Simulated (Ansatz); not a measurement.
# Sb (fcc type): the cost of one run

Method: DFT, PBE, all-electron LAPW, scalar-relativistic, in Ansatz 0.2.0.

## Step 1: The starting structure

Symmetry: Fm-3m, No. 225, cubic system. The conventional cell has a = 4.030 Å, b = 4.030 Å, c = 4.030 Å, α = 90.00°, β = 90.00°, γ = 90.00°. Sb (site symmetry m-3m) is surrounded by 12 Sb at 2.85 Å.

As a file:

```cif
data_structure
_symmetry_space_group_name_H-M 'Fm-3m'
_symmetry_Int_Tables_number 225
_cell_length_a 4.0302
_cell_length_b 4.0302
_cell_length_c 4.0302
_cell_angle_alpha 90.000
_cell_angle_beta 90.000
_cell_angle_gamma 90.000
_cell_volume 65.46
loop_
_atom_site_label
_atom_site_type_symbol
_atom_site_symmetry_multiplicity
_atom_site_Wyckoff_symbol
_atom_site_fract_x
_atom_site_fract_y
_atom_site_fract_z
_atom_site_occupancy
Sb1 Sb 4 a 0.00000 0.00000 0.00000 1
```

The file gives the conventional cell by its symmetry; the runs use the cell typed in the input.

## Step 2: Fcc relaxed under pressure, LAPW

File input.yaml:

```yaml
crystal:
  lattice:
    - [0.0, 2.0150894286, 2.0150894286]
    - [2.0150894286, 0.0, 2.0150894286]
    - [2.0150894286, 2.0150894286, 0.0]
  atoms:
    - { symbol: Sb, position: [0.0, 0.0, 0.0] }
kpoints:
  mp_grid: { grid: [16, 16, 16] }
scf:
  occupations: { method: fermi_dirac, width: 0.08 }
hamiltonian:
  xc: pbe
  pseudopotentials: { kind: all_electron, lapw: { basis_error: 0.0005 } }
output:
  forces: true
  stress: true
  eigenvalues: true
relax:
  f_tol: 0.005
  max_steps: 12
  cell: { p_target: 100.0, stress_tol: 0.05 }
```

Run with:

```sh
ansatz run input.yaml --threads 1 --pin off --max-ram 3584MiB --backend cpu --events-out ev --progress --plain --runs-dir out
```

What time and memory should one allow on 1 thread of Intel Xeon Platinum 8488C (Sapphire Rapids), shared host?

About 21 s, with a peak of 0.39 GiB.
